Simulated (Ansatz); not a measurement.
Something may be wrong with this Ansatz 0.2.0 calculation of Co.

The input input.yaml:

```yaml
crystal:
  lattice:
    - [-1.367452, 1.405902, 1.449955]
    - [1.365812, -1.35676, 1.399173]
    - [1.402832, 1.39214, -1.400812]
  atoms:
    - { symbol: Co, spin: 2.0, spin_axis: [1.414, 1.414, 0.0], position_ang: [0.007215429, -0.019719841, 0.0079417] }
hamiltonian:
  xc: pbesol
  pseudopotentials: { kind: paw, level: accurate }
  hubbard:
    sites: [{ species: Co, l: d, u_eff: 3.0 }]
    projectors: all-electron-ortho-atomic
    double_counting: amf
magnetization:
  noncollinear: true
  spin_orbit: false
kpoints:
  mp_grid: { grid: [0, 13, 13] }
scf:
  occupations: { method: fermi_dirac, width: 0.01 }
  max_iter: 80
output:
  forces: true
  stress: true
  eigenvalues: true
```

Potentials or basis: Ansatz PAW accurate.

Command:

```console
$ ansatz run input.yaml --threads 1 --pin off --max-ram 2560MiB --backend cpu --events-out ev --progress --plain --runs-dir out
```

Output:

```text
Error: invalid value for `kpoints.mp_grid.grid`: each dimension must be in 1..=255
```

Q: Diagnose the run.

A: The program refused the input. The input holds a flaw that was put in on purpose: a mesh with a zero or a mesh and a spacing (kpoints.mp_grid.grid = [0, 13, 13]).
